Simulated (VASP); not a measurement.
**BP: work function with PBE0**

Sheet: BP, a sheet with vacuum.

```
CELL_PARAMETERS angstrom
3.20409 0.00000 0.00000
-1.60205 2.77483 0.00000
0.00000 0.00000 16.00000
ATOMIC_POSITIONS crystal
B 0.33333 0.66667 0.50000
P 0.66667 0.33333 0.50000
```

The cell was built by a generator and needn't be a form met in nature.

* Program: VASP 6.6.1
* Task: work function
* Functional: PBE0
* Potentials or basis: VASP PAW PBE potentials, release 64 (B, P)
* Cutoff: 520 eV
* k mesh: 6 × 6 × 1
* Occupations: gaussian, width 0.03 eV
* Spin: no spin polarisation
* Grid for exact exchange (PRECFOCK): Fast
* Exchange at q = 0: default
* Dipole correction: yes
* Further INCAR settings: ALGO = Normal; EDIFF = 1e-07

- Band gap on the k mesh: 2.02 eV, direct
- Ionisation potential of the upper face: 5.76 eV

Levels at points of the mesh, in eV from the valence-band top:
```
           k point  band 1  band 2  band 3  band 4  band 5  band 6  band 7  band 8
(0.00, 0.00, 0.00)  -15.50   -4.88   -2.11   -2.11    4.89    5.96    6.26    6.26
(0.50, 0.00, 0.00)  -12.35   -9.56   -4.30   -1.24    2.66    4.30    9.21    9.96
```

It took 59 s on 4 MPI ranks on Intel(R) Xeon(R) Platinum 8175M CPU @ 2.50GHz (Skylake/Cascade Lake), with other jobs on the host, peak memory 0.24 GiB a rank.
